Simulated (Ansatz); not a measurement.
**Chalcopyrite CuInS2**

Calculation: PBEsol (plane waves, PAW; Ansatz, a quantum-chemistry and plane-wave program).

Run with plane-wave cutoff 500 eV, 10×10×10 k mesh, Fermi–Dirac smearing 0.05 eV, no spin polarisation, scalar-relativistic PAW data made under PBE.

Cell (relaxed at this level):

```yaml
crystal:
  lattice:
    - [-2.74154, 2.74154, 5.52172]
    - [2.74154, -2.74154, 5.52172]
    - [2.74154, 2.74154, -5.52172]
  atoms:
    - { symbol: In, position: [0.50000, 0.50000, 0.00000] }
    - { symbol: In, position: [0.25000, 0.75000, 0.50000] }
    - { symbol: Cu, position: [0.00000, 0.00000, 0.00000] }
    - { symbol: Cu, position: [0.75000, 0.25000, 0.50000] }
    - { symbol: S, position: [0.87500, 0.90795, 0.53295] }
    - { symbol: S, position: [0.09205, 0.62500, 0.96705] }
    - { symbol: S, position: [0.37500, 0.34205, 0.46705] }
    - { symbol: S, position: [0.65795, 0.12500, 0.03295] }
```

```yaml
volume_per_atom: 20.75 Å³/atom
lattice_constant_a: 5.483 Å
c axis length: 11.043 Å
```

Measured, for comparison: lattice constant a 5.523 Å, lattice parameter c 11.133 Å (298 K, not corrected to a static lattice; as tabulated in Abstract on Scilit: Piezoelectric nonlinear optic CuGaS2 and CuInS2 crystal …). Computed (rounded) less measured: lattice constant a -0.7 %, lattice parameter c -0.8 %. A static lattice is as a rule a little smaller and stiffer than an uncorrected measurement, which narrows the difference in the lattice constant a, lattice parameter c and would widen misses of the other sign.

Spin–orbit coupling is not included.

Static lattice: no zero-point or thermal effects.

It cost about 8 core-minutes (a rough figure) of CPU time.
